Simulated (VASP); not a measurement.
# CdTe (F-43m) in VASP: settings compared

Aim: see how the results for CdTe move with the level of theory and the settings. Levels: LDA, PBE, PBEsol. Tasks: single point.

All numbers are computed with VASP 6.6.1; they aren't measurements. Logs are shortened: lines on timing, memory, paths and dates and some standing lists are left out, and cuts for length are marked.

**What was measured.**

A printed reference work, data compilation reports, for a bulk crystal of CdTe at 0 K: band gap 1.607 eV.

How close the calculation comes is told below.

**1. The cell of the first run**

It takes space group F-43m (No. 216, cubic). The conventional cell has a = 6.411 Å, b = 6.411 Å, c = 6.411 Å, α = 90.00°, β = 90.00°, γ = 90.00°. Within 3.7 Å of Cd (site symmetry -43m) lie 4 Te at 2.78 Å. Te (site symmetry -43m) has 4 Cd at 2.78 Å within 3.7 Å.

**2. Single point, LDA**

Input file INCAR:

```
SYSTEM = CdTe
PREC     = Accurate       ! precision mode
ENCUT    = 520            ! plane-wave cutoff, eV
EDIFF    = 1E-6           ! SCF threshold, eV
ISMEAR   = -1             ! smearing method
SIGMA    = 0.02           ! smearing width, eV
LREAL    = .FALSE.        ! projectors in reciprocal space
LASPH    = .TRUE.         ! aspherical terms in the spheres
NELM     = 80             ! most SCF steps
ALGO     = Normal         ! electronic algorithm
ISIF     = 2              ! what is computed and relaxed
LWAVE    = .FALSE.        ! write WAVECAR
LCHARG   = .FALSE.        ! write CHGCAR
NBANDS   = 16             ! bands
```

Input file KPOINTS:

```
Automatic mesh
0
G
  6 6 6
  0 0 0
```

Input file POSCAR:

```
CdTe
1.0
    0.0000000000      3.2053175769      3.2053175769
    3.2053175769      0.0000000000      3.2053175769
    3.2053175769      3.2053175769      0.0000000000
Cd Te
1 1
Direct
    0.0000000000      0.0000000000      0.0000000000
    0.2500000000      0.2500000000      0.2500000000
```

Potentials or basis: VASP PAW LDA potentials, release 64 (Cd, Te).

Run with:

```
$ cat potpaw_LDA.64/Cd/POTCAR potpaw_LDA.64/Te/POTCAR > POTCAR
$ mpirun -np 1 vasp_std > vasp.out
```

OUTCAR:

```text
SYSTEM = CdTe
   PREC = Accurate
   ENCUT = 520
   EDIFF = 1E-6
   ISMEAR = -1
   LREAL = .FALSE.
   LASPH = .TRUE.
   NELM = 80
   ISIF = 2

 ion  position               nearest neighbor table
   1  0.000  0.000  0.000-   2 2.78   2 2.78   2 2.78   2 2.78
   2  0.250  0.250  0.250-   1 2.78   1 2.78   1 2.78   1 2.78

  LATTYP: Found a face centered cubic cell.
 ALAT       =     6.4106351538

  Lattice vectors:

 A1 = (   0.0000000000,   3.2053175769,   3.2053175769)
 A2 = (   3.2053175769,   0.0000000000,   3.2053175769)
 A3 = (   3.2053175769,   3.2053175769,   0.0000000000)

Analysis of symmetry for initial positions (statically):
=====================================================================
 Subroutine PRICEL returns:
 Original cell was already a primitive cell.

 Routine SETGRP: Setting up the symmetry group for a
 face centered cubic supercell.

 Subroutine GETGRP returns: Found 24 space group operations
 (whereof 24 operations were pure point group operations)
 out of a pool of 48 trial point group operations.

The static configuration has the point symmetry T_d .

Analysis of symmetry for dynamics (positions and initial velocities):
=====================================================================
 Subroutine PRICEL returns:
 Original cell was already a primitive cell.

 Routine SETGRP: Setting up the symmetry group for a
 face centered cubic supercell.

 Subroutine GETGRP returns: Found 24 space group operations
 (whereof 24 operations were pure point group operations)
 out of a pool of 48 trial point group operations.

The dynamic configuration has the point symmetry T_d .

 Subroutine INISYM returns: Found 24 space group operations
 (whereof 24 operations are pure point group operations),
 and found     1 'primitive' translations

----------------------------------------------------------------------------------------

                                     Primitive cell

  volume of cell :      65.8633

  direct lattice vectors                    reciprocal lattice vectors
     0.000000000  3.205317577  3.205317577    -0.155990783  0.155990783  0.155990783
     3.205317577  0.000000000  3.205317577     0.155990783 -0.155990783  0.155990783
     3.205317577  3.205317577  0.000000000     0.155990783  0.155990783 -0.155990783

  length of vectors
     4.533003589  4.533003589  4.533003589     0.270183962  0.270183962  0.270183962

  position of ions in fractional coordinates (direct lattice)
     0.000000000  0.000000000  0.000000000
[... 68 lines left out ...]
   NELM   =     80;   NELMIN=  2; NELMDL= -5     # of ELM steps
   EDIFF  = 0.1E-05   stopping-criterion for ELM
   LREAL  =      F    real-space projection
   EDIFFG = 0.1E-04   stopping-criterion for IOM
   NSW    =      0    number of steps for IOM
   IBRION =     -1    ionic relax: 0-MD 1-quasi-New 2-CG
   NFREE  =      0    steps in history (QN), initial steepest desc. (CG)
   ISIF   =      2    stress and relaxation
   ISYM   =      2    0-nonsym 1-usesym 2-fastsym
   POTIM  = 0.5000    time-step for ionic-motion
   TEBEG  =    0.0;   TEEND  =   0.0 temperature during run
   PSTRESS=    0.0 pullay stress
   NELECT =      18.0000    total number of electrons
   NUPDOWN=      -1.0000    fix difference up-down
   EMIN   =  10.00;   EMAX   =-10.00  energy-range for DOS
   EFERMI =   0.00;   METHOD = LEGACY
   ISMEAR =    -1;   SIGMA  =   0.02  broadening in eV -4-tet -1-fermi 0-gaus
   EFERMI_NEDOS =   21; number of points for ismear=-14 and -15
   IALGO  =     38    algorithm
   IMIX   =      4    mixing-type and parameters
     AMIX     =   0.40;   BMIX     =  1.00
     AMIX_MAG =   1.60;   BMIX_MAG =  1.00
  volume/ion in A,a.u.               =      32.93       222.23
  Fermi-wavevector in a.u.,A,eV,Ry     =   1.062392  2.007629 15.356566  1.128676
  Thomas-Fermi vector in A             =   2.197841
   LORBIT       =      0    0 simple, 1 ext, 2 COOP (PROOUT), +10 PAW based schemes
   GGA     = CA    functional components
   LHFCALC =     F    Hartree Fock is set to
   AEXX    =    0.0000 exact exchange contribution
   IVDW    =     0    specifies the selected vdW correction
   LEPSILON=     F    determine dielectric tensor
   LRPA    =     F    only Hartree local field effects (RPA)
 non-spin polarized calculation
  energy-cutoff  :      520.00
  volume of cell :       65.86
 maximum number of plane-waves:      1807
 NGX is ok and might be reduce to    36
   NGX = 17   NGY = 17   NGZ = 17

 number of electron      17.9999995 magnetization

 Free energy of the ion-electron system (eV)
  ---------------------------------------------------
  ext. energy  EPLUGINS =         0.00000000
  ---------------------------------------------------
  free energy    TOTEN  =        -6.04430673 eV

  energy without entropy =       -6.04430673  energy(sigma->0) =       -6.04430673

 E-fermi :   2.8034     XC(G=0):  -9.0875

 val. band max:        2.4669750463   @ k =   0.0000   0.0000   0.0000
 cond. band min:       3.1169160580   @ k =   0.0000   0.0000   0.0000
 fundamental gap:      0.6499410117
 Fermi energy:         2.8034036074

 k-point     1 :       0.0000    0.0000    0.0000
  band No.  band energies     occupation
      1      -8.9662      2.00000
      2      -5.9482      2.00000
      3      -5.9482      2.00000
      4      -5.9482      2.00000
      5      -5.6594      2.00000
      6      -5.6594      2.00000
[... 281 lines left out ...]
      3      -5.8011      2.00000
      4      -5.7141      2.00000
      5      -5.6463      2.00000
      6      -5.0668      2.00000
[... 8 lines left out ...]
     15      13.5660      0.00000
     16      13.8096      0.00000

------------------------ aborting loop because EDIFF is reached ----------------------------------------

  FORCE on cell =-STRESS in cart. coord.  units (eV):
  Direction    XX          YY          ZZ          XY          YZ          ZX
  --------------------------------------------------------------------------------------
  -------------------------------------------------------------------------------------
  Total        0.1010974      0.1010974      0.1010974     -0.0000000     -0.0000000      0.0000000
  in kB        2.4592771      2.4592771      2.4592771     -0.0000000     -0.0000000      0.0000000
  external PRESSURE =       2.4592771 kB  Pullay stress =       0.0000000 kB

 VOLUME and BASIS-vectors are now :
 -----------------------------------------------------------------------------
  energy-cutoff  :      520.00
  volume of cell :       65.86
      direct lattice vectors                 reciprocal lattice vectors
     0.000000000  3.205317577  3.205317577    -0.155990783  0.155990783  0.155990783
     3.205317577  0.000000000  3.205317577     0.155990783 -0.155990783  0.155990783
     3.205317577  3.205317577  0.000000000     0.155990783  0.155990783 -0.155990783

 POSITION                                       TOTAL-FORCE (eV/Angst)
 -----------------------------------------------------------------------------------
      0.00000      0.00000      0.00000         0.000000      0.000000      0.000000
      1.60266      1.60266      1.60266        -0.000000     -0.000000     -0.000000
 -----------------------------------------------------------------------------------
    total drift:                                0.000000      0.000000      0.000000

  FREE ENERGIE OF THE ION-ELECTRON SYSTEM (eV)
  ---------------------------------------------------
  free  energy   TOTEN  =        -6.0443067301 eV

  energy  without entropy=       -6.0443067292  energy(sigma->0) =       -6.04430673
```

stdout:

```text
POSCAR found type information on POSCAR CdTe
 POSCAR found :  2 types and       2 ions
 scaLAPACK will be used
 LDA part: xc-table for (Slater(with rela. corr.)+CA(PZ))
 , standard interpolation
 POSCAR, INCAR and KPOINTS ok, starting setup
 FFT: planning ... GRIDC
 FFT: planning ... GRID_SOFT
 FFT: planning ... GRID
 WAVECAR not read
 entering main loop
```

It took 9.6 s on 1 thread of Intel Xeon 6455B, shared host; peak memory 0.18 GiB.

Results:

| Property | Result |
| --- | --- |
| Free energy | -6.0443 eV |
| Pressure | 0.2 GPa |
| Band gap on the k mesh | 0.65 eV, direct |

Caveat: spin-orbit coupling is left out, which moves the levels of the heavy elements.

**3. Single point, PBE**

This run uses another cell than the first one, of 35.28 Å³/atom, 1.071 times its volume.

Input file INCAR:

```
SYSTEM = CdTe
  PREC = Accurate
  ENCUT = 520
  EDIFF = 1E-6
  ISMEAR = -1
  SIGMA = 0.02
  LREAL = .False.
  LASPH = .True.
  NELM = 100
  ALGO = Normal
  ISIF = 2
  LWAVE = .False.
  LCHARG = .True.
  GGA = PE
  LELF = .True.
  LVHAR = .True.
  NBANDS = 16
```

Input file KPOINTS:

```
Automatic mesh
0
Gamma
  6 6 6
  0 0 0
```

Input file POSCAR:

```
CdTe
1.0
    0.0000000000      3.2799012126      3.2799012126
    3.2799012126      0.0000000000      3.2799012126
    3.2799012126      3.2799012126      0.0000000000
Cd Te
1 1
Direct
    0.0000000000      0.0000000000      0.0000000000
    0.2500000000      0.2500000000      0.2500000000
```

Potentials or basis: VASP PAW PBE potentials, release 64 (Cd, Te).

Run with:

```
$ cat potpaw_PBE.64/Cd/POTCAR potpaw_PBE.64/Te/POTCAR > POTCAR
$ mpirun -np 1 vasp_std > vasp.out
```

Wall time 12 s (1 thread of Intel Xeon 6455B, shared host); peak memory 0.21 GiB.

It converged, with:

```yaml
Free_energy: -4.7998 eV
Pressure: 1.1 GPa
Band_gap_on_the_k_mesh: 0.66 eV, direct
```

Levels at points of the mesh, in eV from the valence-band top:
| k point | band 5 | band 6 | band 7 | band 8 | band 9 | band 10 | band 11 | band 12 | band 13 | band 14 |
| --- | --- | --- | --- | --- | --- | --- | --- | --- | --- | --- |
| (0.00, 0.00, 0.00) | -7.94 | -7.94 | 0.00 | 0.00 | 0.00 | 0.66 | 4.62 | 4.62 | 4.62 | 7.41 |
| (0.50, 0.00, 0.00) | -7.93 | -7.61 | -4.22 | -0.72 | -0.72 | 1.78 | 5.20 | 5.20 | 7.05 | 8.52 |
| (0.50, 0.50, 0.00) | -7.91 | -7.49 | -4.14 | -1.74 | -1.74 | 2.67 | 2.68 | 8.65 | 8.95 | 8.95 |

Caveat: spin-orbit coupling is left out, which moves the levels of the heavy elements.

**4. Single point, LDA**

This run uses another cell than the first one, of 35.28 Å³/atom, 1.071 times its volume.

Input file INCAR:

```
SYSTEM = CdTe
PREC = Accurate
ENCUT = 520
EDIFF = 1E-7
ISMEAR = 0
SIGMA = 0.01
LREAL = .FALSE.
LASPH = .TRUE.
NELM = 60
ALGO = Normal
ISIF = 2
LWAVE = .FALSE.
LCHARG = .FALSE.
GGA = CA
NBANDS = 16
```

Input file KPOINTS:

```
Automatic mesh
0
G
  6 6 6
  0 0 0
```

POSCAR is that of step 3.

Potentials or basis: VASP PAW LDA potentials, release 64 (Cd, Te).

Run with:

```
$ cat potpaw_LDA.64/Cd/POTCAR potpaw_LDA.64/Te/POTCAR > POTCAR
$ mpirun -np 1 vasp_std > vasp.out
```

Run time: 11 s. Hardware: 1 thread of Intel Xeon 6455B, shared host; peak memory 0.18 GiB.

The run converged. Its results:

| Property | Result |
| --- | --- |
| Free energy | -6.0084 eV |
| Pressure | -2.5 GPa |
| Band gap on the k mesh | 0.44 eV, direct |

Levels at points of the mesh, in eV from the valence-band top:
| k point | band 6 | band 7 | band 8 | band 9 | band 10 | band 11 | band 12 | band 13 |
| --- | --- | --- | --- | --- | --- | --- | --- | --- |
| (0.00, 0.00, 0.00) | -7.94 | 0.00 | 0.00 | 0.00 | 0.44 | 4.52 | 4.52 | 4.52 |
| (0.50, 0.00, 0.00) | -7.62 | -4.30 | -0.73 | -0.73 | 1.62 | 5.10 | 5.10 | 6.82 |
| (0.50, 0.50, 0.00) | -7.50 | -4.21 | -1.77 | -1.77 | 2.51 | 2.55 | 8.44 | 8.80 |

Caveat: spin-orbit coupling is left out, which moves the levels of the heavy elements.

**5. Single point, PBEsol**

This run uses another cell than the first one, of 34.17 Å³/atom, 1.038 times its volume.

Input file INCAR:

```
SYSTEM = CdTe
PREC = Accurate ; ENCUT = 520
EDIFF = 1E-7 ; ISMEAR = -1
SIGMA = 0.02 ; LREAL = .FALSE.
LASPH = .TRUE. ; NELM = 80
ALGO = Normal ; ISIF = 2
LWAVE = .FALSE. ; LCHARG = .FALSE.
GGA = PS ; NBANDS = 16
```

Input file KPOINTS:

```
regular mesh
0
G
  6 6 6
  0 0 0
```

Input file POSCAR:

```
CdTe
1.0
    0.0000000000      3.2451292911      3.2451292911
    3.2451292911      0.0000000000      3.2451292911
    3.2451292911      3.2451292911      0.0000000000
Cd Te
1 1
Direct
    0.0000000000      0.0000000000      0.0000000000
    0.2500000000      0.2500000000      0.2500000000
```

Potentials or basis: VASP PAW PBE potentials, release 64 (Cd, Te).

Run with:

```
$ cat potpaw_PBE.64/Cd/POTCAR potpaw_PBE.64/Te/POTCAR > POTCAR
$ mpirun -np 1 vasp_std > vasp.out
```

It took 16 s on 1 thread of Intel Xeon 6455B, shared host; peak memory 0.21 GiB.

It converged, with:

```yaml
Free_energy: -5.4836 eV
Pressure: 0.2 GPa
Band_gap_on_the_k_mesh: 0.65 eV, direct
```

Levels at points of the mesh, in eV from the valence-band top:
```
           k point  band 7  band 8  band 9  band 10  band 11  band 12
(0.00, 0.00, 0.00)    0.00    0.00    0.00     0.65     4.55     4.55
(0.50, 0.00, 0.00)   -4.45   -0.78   -0.78     1.73     5.13     5.13
(0.50, 0.50, 0.00)   -4.33   -1.87   -1.87     2.50     2.60     8.70
```

Caveat: the PAW data sets were made with another functional, which shifts forces and pressure a little; spin-orbit coupling is left out, which moves the levels of the heavy elements.

**6. Overview**

```tsv
level	potentials or basis	cell	smearing	gap on the mesh (eV)	pressure (GPa)
LDA	VASP PAW LDA potentials, release 64 (Cd, Te)	a = 4.533 Å, angles 60.0°, 2 atoms	fermi-dirac 0.02 eV	0.65	0.2
PBE	VASP PAW PBE potentials, release 64 (Cd, Te)	a = 4.638 Å, angles 60.0°, 2 atoms	fermi-dirac 0.02 eV	0.66	1.1
LDA	VASP PAW LDA potentials, release 64 (Cd, Te)	a = 4.638 Å, angles 60.0°, 2 atoms	gaussian 0.01 eV	0.44	-2.5
PBEsol	VASP PAW PBE potentials, release 64 (Cd, Te)	a = 4.589 Å, angles 60.0°, 2 atoms	fermi-dirac 0.02 eV	0.65	0.2
```

Alike in all rows: task single point; no spin polarisation; k mesh 6 × 6 × 6; cutoff (eV) 520.

Caveats: spin-orbit coupling is left out, which moves the levels of the heavy elements; the PAW data sets were made with another functional, which shifts forces and pressure a little (some runs).

Total energies depend on the potentials used, so only differences within one code and one set of settings carry meaning.

**7. How close it comes**

Step 2. A measured gap of CdTe is 1.607 eV (0 K; a printed reference work, data compilation); the calculated 0.65 eV misses it by -0.96 eV. Spin-orbit coupling on Cd, Te is left out. The value is that of LDA, without temperature or zero-point motion. Semilocal functionals fall short of measured gaps as a rule.

Step 3. Against the measured gap of CdTe, 1.607 eV (0 K; a printed reference work, data compilation), the calculated 0.66 eV is off by -0.95 eV. Spin-orbit coupling on Cd, Te is left out. The value is that of PBE, without temperature or zero-point motion. Semilocal functionals fall short of measured gaps as a rule.

Step 4. A measured gap of CdTe is 1.607 eV (0 K; a printed reference work, data compilation); the calculated 0.44 eV misses it by -1.17 eV. So large a miss can be the level of theory's own, or it may mean another phase, state or a wrong row. Spin-orbit coupling on Cd, Te is left out. The value is that of LDA, without temperature or zero-point motion. Semilocal functionals fall short of measured gaps as a rule.

Step 5. Against the measured gap of CdTe, 1.607 eV (0 K; a printed reference work, data compilation), the calculated 0.65 eV is off by -0.96 eV. Spin-orbit coupling on Cd, Te is left out. The value is that of PBEsol, without temperature or zero-point motion. Semilocal functionals fall short of measured gaps as a rule.
